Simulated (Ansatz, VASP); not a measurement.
**AgCl in VASP and in Ansatz**

INCAR

```
ALGO = Normal
EDIFF = 1E-6
ENCUT = 520
GGA = PS
ISIF = 2
ISMEAR = 0
LASPH = True
LCHARG = False
LREAL = False
LWAVE = False
NBANDS = 16
NELM = 100
PREC = Accurate
SIGMA = 0.05
```

Contents of KPOINTS:

```
k-points
0
Gamma
  12 12 12
```

Contents of POSCAR:

```
AgCl
1.0
    3.2711387630     -0.0290415871     -0.0290415871
   -0.0290415871      3.2711387630     -0.0290415871
   -0.0290415871     -0.0290415871      3.2711387630
Ag Cl
1 1
Direct
    0.0000000000      0.0000000000      0.0000000000
    0.5000000000      0.5000000000      0.5000000000
```

Input for Ansatz:

```yaml
crystal:
  lattice:
    - [3.271138763, -0.0290415871, -0.0290415871]
    - [-0.0290415871, 3.271138763, -0.0290415871]
    - [-0.0290415871, -0.0290415871, 3.271138763]
  atoms:
    - { symbol: Ag, position: [0.0, 0.0, 0.0] }
    - { symbol: Cl, position: [0.5, 0.5, 0.5] }
basis:
  ecutwfc: 420
kpoints:
  mp_grid: { grid: [12, 12, 12] }
hamiltonian:
  xc: pbesol
scf:
  occupations: { method: gaussian, width: 0.05 }
output:
  forces: true
  stress: true
  eigenvalues: true
```

Alike in both runs: task single point; functional PBEsol; k mesh 12 × 12 × 12; occupations gaussian, width 0.05 eV; no spin polarisation.

```csv
,VASP,Ansatz
version,VASP 6.6.1,Ansatz 0.2.0
potentials or method,"VASP PAW PBE potentials, release 64 (Ag, Cl)","scalar-relativistic, plane waves, PAW"
plane-wave cutoff (eV),520,420
valence electrons in the cell,18,26
```

Ansatz gave:

* gap on the k mesh at the Fermi level (eV): 0.43
* least direct gap on the mesh (eV): 2.48
* pressure (GPa): 4.1
* largest component of the traceless stress (GPa): 0.15

Q: Estimate VASP's values.

A: gap on the k mesh at the Fermi level (eV): 0.43; least direct gap on the mesh (eV): 2.49; pressure (GPa): 4.0; largest component of the traceless stress (GPa): 0.15.

With one functional, cell and mesh, what is left measures potentials, basis and numerics. The two sets of potentials don't hold the same shells in valence.

Caveats: the PAW data sets were made with another functional, which shifts forces and pressure a little (VASP).
